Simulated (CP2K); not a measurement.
CdSe under changes of volume

One of the cells (28.942 Å³/atom); the others are scaled copies at fixed shape and fractional positions:

```
CELL_PARAMETERS angstrom
4.34202 0.00000 0.00000
2.17101 3.76030 0.00000
2.17101 1.25343 3.54524
ATOMIC_POSITIONS crystal
Cd 0.00000 0.00000 0.00000
Se 0.25000 0.25000 0.25000
```

Measurements of this composition are mostly on another form, of space group No. 186.

```yaml
Program: CP2K 2026.2
Functional: vdW-DF-cx
Potentials_or_basis: POTENTIAL_UZH Cd GTH-PBE-q12, Se GTH-PBE-q6; TZVP-MOLOPT-PBE-GTH basis
Density_cutoff: 6123 eV
k_mesh: 8 × 8 × 8
Occupations: fermi-dirac, width 0.0259 eV
Spin: no spin polarisation
```

```csv
volume (Å³/atom),energy over the lowest point (meV/atom),pressure (GPa),gap on the mesh (eV)
27.206,20.52,3.8,0.56
27.784,9.21,2.5,0.52
28.363,2.54,1.3,0.48
28.942,0.00,0.2,0.44
29.521,1.13,-0.8,0.40
30.100,?,?,?
30.679,12.91,-2.4,0.32
```

Problem. What does the run at 30.100 Å³/atom give?

Solution. Energy over the lowest point 5.56 meV/atom; pressure -1.6 GPa; gap on the mesh 0.36 eV.

Worked out: A Birch-Murnaghan fit of order 3 (a polynomial in V^(-2/3)) to the other rows has its minimum at 29.04 Å³/atom with B0 = V·E''(V) = 50 GPa and B' = 4.8. It gives 5.56 meV/atom at 30.100 Å³/atom, against the run's 5.56, and -dE/dV = -1.6 GPa, against -1.6. A straight line through the other rows of the gap, of slope -2 eV per unit of ln V (its deformation potential), gives 0.36 eV, against the run's 0.36.

Energies are extrapolated to zero smearing.

Caveats: the potentials were made for another functional, which shifts forces and pressure; the basis of atomic orbitals isn't converged, which shifts pressures, moduli and gaps.

Spin-orbit coupling on Cd, Se is left out.
